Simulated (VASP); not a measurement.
# HfB2 (P6/mmm) in VASP: further runs

The runs below take HfB2 through single point, with PBEsol.

Program: VASP 6.6.1. These are calculated values, not measurements. Logs are shortened: lines on timing, memory, paths and dates and some standing lists are left out, and cuts for length are marked.

**1. Starting point**

It takes space group P6/mmm (No. 191, hexagonal). The conventional cell has a = 3.140 Å, b = 3.140 Å, c = 3.480 Å, α = 90.00°, β = 90.00°, γ = 120.00°. Hf (site symmetry 6/mmm) is surrounded by 12 B at 2.51 Å. B (site symmetry -6m2) is surrounded by 3 B at 1.81 Å.

**2. Single point, PBEsol**

INCAR

```
SYSTEM = HfB2
  PREC = Accurate
  ENCUT = 460
  EDIFF = 1E-7
  ISMEAR = 1
  SIGMA = 0.15
  LREAL = .FALSE.
  LASPH = .TRUE.
  NELM = 100
  ALGO = Normal
  ISIF = 2
  LWAVE = .FALSE.
  LCHARG = .FALSE.
  GGA = PS
  NBANDS = 12
  ADDGRID = .TRUE.
```

KPOINTS

```
Automatic mesh
0
G
  11 11 8
  0 0 0
```

POSCAR

```
HfB2
1.0
    3.1400000000      0.0000000000      0.0000000000
   -1.5700000000      2.7193197679      0.0000000000
    0.0000000000      0.0000000000      3.4800000000
Hf B
1 2
Direct
    0.0000000000      0.0000000000      0.0000000000
    0.6666666667      0.3333333333      0.5000000000
    0.3333333333      0.6666666667      0.5000000000
```

Potentials or basis: VASP PAW PBE potentials, release 64 (Hf, B).

The run is started by

```
$ cat potpaw_PBE.64/Hf/POTCAR potpaw_PBE.64/B/POTCAR > POTCAR
$ mpirun -np 1 vasp_std > vasp.out
```

OUTCAR:

```text
SYSTEM = HfB2
   PREC = Accurate
   ENCUT = 460
   EDIFF = 1E-7
   ISMEAR = 1
   LREAL = .FALSE.
   LASPH = .TRUE.
   NELM = 100
   ISIF = 2
   GGA = PS

 Found     80 irreducible k-points:

 Following reciprocal coordinates:
            Coordinates               Weight
  0.000000  0.000000  0.000000      1.000000
  0.090909  0.000000  0.000000      6.000000
  0.181818  0.000000  0.000000      6.000000
  0.272727  0.000000  0.000000      6.000000
  0.363636  0.000000  0.000000      6.000000
  0.454545  0.000000  0.000000      6.000000
   k-points           NKPTS =     80   k-points in BZ     NKDIM =     80   number of bands    NBANDS=     12
   number of dos      NEDOS =    301   number of ions     NIONS =      3
   total plane-waves  NPLWV =  13824
   dimension x,y,z NGX =    24 NGY =   24 NGZ =   24
   dimension x,y,z NGXF=    48 NGYF=   48 NGZF=   48
   ions per type =               1   2
   NGX,Y,Z   is equivalent  to a cutoff of  12.71, 12.71, 11.47 a.u.
   NGXF,Y,Z  is equivalent  to a cutoff of  25.41, 25.41, 22.93 a.u.
 SYSTEM =  HfB2
   PREC   = accura    normal or accurate (medium, high low for compatibility)
   ISTART =      0    job   : 0-new  1-cont  2-samecut
   ICHARG =      2    charge: 1-file 2-atom 10-const
   ISPIN  =      1    spin polarized calculation?
   LNONCOLLINEAR =      F non collinear calculations
   LSORBIT =      F    spin-orbit coupling
   LASPH  =      T    aspherical Exc in radial PAW
   ENCUT  =  460.0 eV  33.81 Ry    5.81 a.u.   5.49  5.49  6.09*2*pi/ulx,y,z
   NELM   =    100;   NELMIN=  2; NELMDL= -5     # of ELM steps
   EDIFF  = 0.1E-06   stopping-criterion for ELM
   LREAL  =      F    real-space projection
   EDIFFG = 0.1E-05   stopping-criterion for IOM
   NSW    =      0    number of steps for IOM
   IBRION =     -1    ionic relax: 0-MD 1-quasi-New 2-CG
   NFREE  =      0    steps in history (QN), initial steepest desc. (CG)
   ISIF   =      2    stress and relaxation
   ISYM   =      2    0-nonsym 1-usesym 2-fastsym
   POTIM  = 0.5000    time-step for ionic-motion
   TEBEG  =    0.0;   TEEND  =   0.0 temperature during run
   PSTRESS=    0.0 pullay stress
   NELECT =      10.0000    total number of electrons
   NUPDOWN=      -1.0000    fix difference up-down
   EMIN   =  10.00;   EMAX   =-10.00  energy-range for DOS
   EFERMI =   0.00;   METHOD = LEGACY
   ISMEAR =     1;   SIGMA  =   0.15  broadening in eV -4-tet -1-fermi 0-gaus
   EFERMI_NEDOS =   21; number of points for ismear=-14 and -15
   IALGO  =     38    algorithm
   IMIX   =      4    mixing-type and parameters
     AMIX     =   0.40;   BMIX     =  1.00
     AMIX_MAG =   1.60;   BMIX_MAG =  1.00
  volume/ion in A,a.u.               =       9.90        66.84
  Fermi-wavevector in a.u.,A,eV,Ry     =   1.138724  2.151876 17.642568  1.296692
  Thomas-Fermi vector in A             =   2.275428
   LORBIT       =      0    0 simple, 1 ext, 2 COOP (PROOUT), +10 PAW based schemes
   GGA     = PS    functional components
   LHFCALC =     F    Hartree Fock is set to
   AEXX    =    0.0000 exact exchange contribution
   IVDW    =     0    specifies the selected vdW correction
   LEPSILON=     F    determine dielectric tensor
   LRPA    =     F    only Hartree local field effects (RPA)
 non-spin polarized calculation
 Methfessel and Paxton  Order N= 1 SIGMA  =   0.15
  energy-cutoff  :      460.00
  volume of cell :       29.71
 maximum number of plane-waves:       690
 NGX is ok and might be reduce to    24
   NGX = 11   NGY = 11   NGZ = 13

 number of electron      10.0000000 magnetization

 Free energy of the ion-electron system (eV)
  ---------------------------------------------------
  ext. energy  EPLUGINS =         0.00000000
  ---------------------------------------------------
  free energy    TOTEN  =       -27.93109649 eV

  energy without entropy =      -27.93162821  energy(sigma->0) =      -27.93127373

 E-fermi :   7.6655     XC(G=0): -12.4563

 val. band max:        7.5761724907   @ k =   0.0909   0.0909   0.2500
 cond. band min:       7.8040075973   @ k =   0.2727   0.1818   0.0000
 fundamental gap:      0.2278351066
 Fermi energy:         7.6654907216

 k-point     1 :       0.0000    0.0000    0.0000
  band No.  band energies     occupation
      1      -5.8944      2.00000
      2       4.7869      2.00000
      3       4.9451      2.00000
      4       4.9451      2.00000
      5       5.0533      2.00000
      6      11.8373      0.00000
      7      11.8373      0.00000
      8      12.5016      0.00000
      9      12.5016      0.00000
     10      12.8186      0.00000
     11      12.8186      0.00000
     12      12.8826      0.00000

 k-point     2 :       0.0909    0.0000    0.0000
  band No.  band energies     occupation
      1      -5.7238      2.00000
      2       4.4452      2.00000
      3       4.8989      2.00000
      4       4.9345      2.00000
      5       4.9647      2.00000
      6      11.2653      0.00000
      7      11.7127      0.00000
      8      11.7608      0.00000
      9      12.0559      0.00000
     10      13.3975      0.00000
     11      13.7776      0.00000
     12      14.0794      0.00000

 k-point     3 :       0.1818    0.0000    0.0000
  band No.  band energies     occupation
      1      -5.2289      2.00000
      2       3.2891      2.00000
      3       4.5406      2.00000
      4       4.8685      2.00000
      5       5.3608      2.00000
      6      10.1366     -0.00000
      7      11.4011      0.00000
      8      11.5161      0.00000
      9      12.1241      0.00000
     10      13.8210      0.00000
     11      14.8572      0.00000
     12      15.3334      0.00000

 k-point     4 :       0.2727    0.0000    0.0000
  band No.  band energies     occupation
      1      -4.4535      2.00000
      2       1.9092      2.00000
      3       4.1589      2.00000
      4       4.7183      2.00000
      5       5.5250      2.00000
      6       9.9979     -0.00000
      7      11.0339      0.00000
      8      11.3480      0.00000
      9      11.9125      0.00000
     10      13.8895      0.00000
     11      15.8308      0.00000
     12      17.3839      0.00000

 k-point     5 :       0.3636    0.0000    0.0000
  band No.  band energies     occupation
      1      -3.4556      2.00000
      2       0.4952      2.00000
      3       3.8692      2.00000
      4       4.5405      2.00000
      5       5.2507      2.00000
      6      10.5039     -0.00000
      7      10.7286      0.00000
      8      11.1447      0.00000
      9      12.7248      0.00000
     10      13.8799      0.00000
     11      17.3914      0.00000
     12      17.7802      0.00000

 k-point     6 :       0.4545    0.0000    0.0000
  band No.  band energies     occupation
      1      -2.3235      2.00000
      2      -0.8451      2.00000
      3       3.7185      2.00000
      4       4.4249      2.00000
      5       4.9749      2.00000
      6      10.0238     -0.00000
      7      10.5590     -0.00000
      8      12.9552      0.00000
      9      13.4460      0.00000
     10      13.9301      0.00000
     11      15.8514      0.00000
     12      18.7564      0.00000

 [... further k-points ...]

------------------------ aborting loop because EDIFF is reached ----------------------------------------

  FORCE on cell =-STRESS in cart. coord.  units (eV):
  Direction    XX          YY          ZZ          XY          YZ          ZX
  --------------------------------------------------------------------------------------
  -------------------------------------------------------------------------------------
  Total       -0.7178966     -0.7178966     -0.8435486     -0.0000000      0.0000000     -0.0000000
  in kB      -38.7082291    -38.7082291    -45.4832522     -0.0000000      0.0000000     -0.0000000
  external PRESSURE =     -40.9665701 kB  Pullay stress =       0.0000000 kB

 VOLUME and BASIS-vectors are now :
 -----------------------------------------------------------------------------
  energy-cutoff  :      460.00
  volume of cell :       29.71
      direct lattice vectors                 reciprocal lattice vectors
     3.140000000  0.000000000  0.000000000     0.318471338  0.183869512  0.000000000
    -1.570000000  2.719319768  0.000000000     0.000000000  0.367739025  0.000000000
     0.000000000  0.000000000  3.480000000     0.000000000  0.000000000  0.287356322

 POSITION                                       TOTAL-FORCE (eV/Angst)
 -----------------------------------------------------------------------------------
      0.00000      0.00000      0.00000        -0.000000      0.000000      0.000000
      1.57000      0.90644      1.74000        -0.000000      0.000000     -0.000000
     -0.00000      1.81288      1.74000         0.000000     -0.000000      0.000000
 -----------------------------------------------------------------------------------
    total drift:                                0.000000     -0.000000      0.000000

  FREE ENERGIE OF THE ION-ELECTRON SYSTEM (eV)
  ---------------------------------------------------
  free  energy   TOTEN  =       -27.9310964935 eV

  energy  without entropy=      -27.9316282146  energy(sigma->0) =      -27.93127373
```

It took 12 s on 1 thread of Intel Xeon Platinum 8559C (Emerald Rapids), shared host; peak memory 0.23 GiB.

These settings aren't checked as converged: the numbers below hold their error.

Results:

- Free energy: -27.9311 eV
- Pressure: -4.1 GPa
- Band gap on the k mesh: none (metal or under the smearing width)

Caveat: the PAW data sets were made with another functional, which shifts forces and pressure a little.

**3. Single point, PBEsol**

INCAR is that of step 2.

KPOINTS is that of step 2.

POSCAR

```
HfB2
1.0
    3.1400000000      0.0000000000      0.0000000000
   -1.5700000000      2.7193197679      0.0000000000
    0.0000000000      0.0000000000      3.4800000000
Hf B
1 2
Direct
   -0.0142630000      0.0046330000     -0.0059370000
    0.6696320000      0.3380360000      0.4871880000
    0.3055440000      0.6904850000      0.5067950000
```

Potentials or basis: VASP PAW PBE potentials, release 64 (Hf, B).

The run is started by

```
$ cat potpaw_PBE.64/Hf/POTCAR potpaw_PBE.64/B/POTCAR > POTCAR
$ mpirun -np 1 vasp_std > vasp.out
```

Wall time 46 s (1 thread of Intel Xeon Platinum 8559C (Emerald Rapids), shared host); peak memory 0.35 GiB.

These settings aren't checked as converged: the numbers below hold their error.

Results:

```yaml
Free_energy: -27.7985 eV
Pressure: -2.4 GPa
Largest_force: 1.775 eV/Å
Band_gap_on_the_k_mesh: none (metal or under the smearing width)
```

Caveat: the PAW data sets were made with another functional, which shifts forces and pressure a little.

**4. Single point, PBEsol**

Changes to INCAR since step 3:

```diff
@@ -7,3 +7,3 @@
   LREAL = .FALSE.
-  LASPH = .TRUE.
+  LASPH = .FALSE.
   NELM = 100
@@ -15,2 +15,2 @@
   NBANDS = 12
-  ADDGRID = .TRUE.
+  ADDGRID = .FALSE.
```

KPOINTS is that of step 3.

POSCAR

```
HfB2
1.0
    3.1400000000      0.0000000000      0.0000000000
   -1.5700000000      2.7193197679      0.0000000000
    0.0000000000      0.0000000000      3.4800000000
Hf B
1 2
Direct
    0.0000000000      0.0000000000      0.0000000000
    0.6666666667      0.3333333333      0.5000000000
    0.3333333333      0.6666666667      0.5000000000
```

The run is started by

```
$ cat potpaw_PBE.64/Hf/POTCAR potpaw_PBE.64/B/POTCAR > POTCAR
$ mpirun -np 1 vasp_std > vasp.out
```

Wall time 8.7 s (1 thread of Intel Xeon Platinum 8559C (Emerald Rapids), shared host); peak memory 0.15 GiB.

The run converged, but some of its settings lie outside the range that counts as converged, so its numbers aren't taken as properties of the crystal.

Results:

* Free energy: -27.9308 eV
* Pressure: -4.1 GPa
* Band gap on the k mesh: none (metal or under the smearing width)

Caveat: the PAW data sets were made with another functional, which shifts forces and pressure a little.

**5. The reference run**

An earlier run on the cell as given: functional PBEsol; potentials or basis VASP PAW PBE potentials, release 64 (Hf_pv, B); cutoff 520 eV; k mesh 10 × 10 × 8; occupations fermi-dirac, width 0.05 eV; no spin polarisation.

* Pressure: -4.4 GPa
* Band gap on the k mesh: none (metal or under the smearing width)
